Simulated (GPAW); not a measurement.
Input of a GPAW 26.7.0 run:

Si.cif

```cif
data_Si
_cell_length_a 5.77826558
_cell_length_b 5.77826558
_cell_length_c 5.77826558
_cell_angle_alpha 109.47122063
_cell_angle_beta 109.47122063
_cell_angle_gamma 109.47122063
_space_group_name_H-M_alt 'P1'
_space_group_name_Hall 'P 1'
_space_group_IT_number 1
loop_
_space_group_symop_operation_xyz
'x,y,z'
loop_
_atom_site_label
_atom_site_type_symbol
_atom_site_symmetry_multiplicity
_atom_site_Wyckoff_symbol
_atom_site_fract_x
_atom_site_fract_y
_atom_site_fract_z
_atom_site_occupancy
Si1 Si 1 a 0.5000000000 0.7500000000 0.2500000000 1
Si2 Si 1 a 0.2500000000 0.7500000000 0.5000000000 1
Si3 Si 1 a 0.2500000000 0.5000000000 0.7500000000 1
Si4 Si 1 a 0.5000000000 0.2500000000 0.7500000000 1
Si5 Si 1 a 0.7500000000 0.5000000000 0.2500000000 1
Si6 Si 1 a 0.7500000000 0.2500000000 0.5000000000 1
```

Potentials or basis: GPAW PAW data sets (gpaw-data 1.2.1), pw.

The run is started by

```bash
$ OMP_NUM_THREADS=1 gpaw run Si.cif -p 'mode=PW(600),xc=PBE,kpts={size:(6,6,6),gamma:True},occupations={name:fermi-dirac,width:0.05},nbands=25,convergence={density:1e-05,energy:1e-05},maxiter=150,txt=gpaw.txt' --properties efs -w gs.gpw
```

(1) Predict the pressure.

(2) What does it give for the band gap on the k mesh?

## Answers

(1) 2.2 GPa.

(2) 0.11 eV, indirect (least direct gap 0.35 eV).
